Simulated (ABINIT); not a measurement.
Crystal: TaSi2.

```
Ta Si
1.0
     4.78000    0.00000    0.00000
    -2.39000    4.13960    0.00000
     0.00000    0.00000    6.56400
Ta Si
3 6
Direct
  0.00000 0.50000 0.16667
  0.50000 0.50000 0.83333
  0.50000 0.00000 0.50000
  0.33330 0.16665 0.16667
  0.16665 0.83335 0.83333
  0.83335 0.66670 0.50000
  0.66670 0.83335 0.16667
  0.83335 0.16665 0.83333
  0.16665 0.33330 0.50000
```

- Program: ABINIT 10.8.3 (patched build)
- Task: relaxation of cell and atoms
- Functional: PBEsol
- Potentials or basis: PseudoDojo NC SR PBEsol v0.4.1 standard
- Cutoff: 789 eV
- k mesh: 5 × 5 × 3
- Occupations: fermi-dirac, width 0.05 eV
- Spin: no spin polarisation

At the start: pressure -1.2 GPa; volume 14.43 Å³/atom.

**Question.** How do energy, volume and symmetry change on relaxing?

**Answer.** Over 8 steps the energy falls by 17.0 meV/atom and the volume is 14.31 Å³/atom (-0.8 %); space group P6_222 (No. 180, to 0.05 Å).

Step by step:
```
step  energy change (eV)  largest force (eV/Å)  pressure (GPa)  volume (Å³)
   1              0.0000                0.7539           -1.21       129.88
   2             -0.0377                0.6688           -0.67       129.40
   3             -0.1345                0.0444            1.72       127.48
   4             -0.1427                0.0814            0.78       128.12
   5             -0.1505                0.0443           -0.34       128.92
   6             -0.1522                0.0097           -0.40       129.00
   7             -0.1527                0.0048           -0.15       128.87
   8             -0.1527                0.0022           -0.02       128.78
```

Final structure:
```
CELL_PARAMETERS angstrom
4.76887 0.00000 0.00000
-2.38444 4.12997 0.00000
0.00000 0.00000 6.53868
ATOMIC_POSITIONS crystal
Ta 0.00000 0.50000 0.16667
Ta 0.50000 0.50000 0.83333
Ta 0.50000 0.00000 0.50000
Si 0.31798 0.15899 0.16667
Si 0.15899 0.84101 0.83333
Si 0.84101 0.68202 0.50000
Si 0.68202 0.84101 0.16667
Si 0.84101 0.15899 0.83333
Si 0.15899 0.31798 0.50000
```
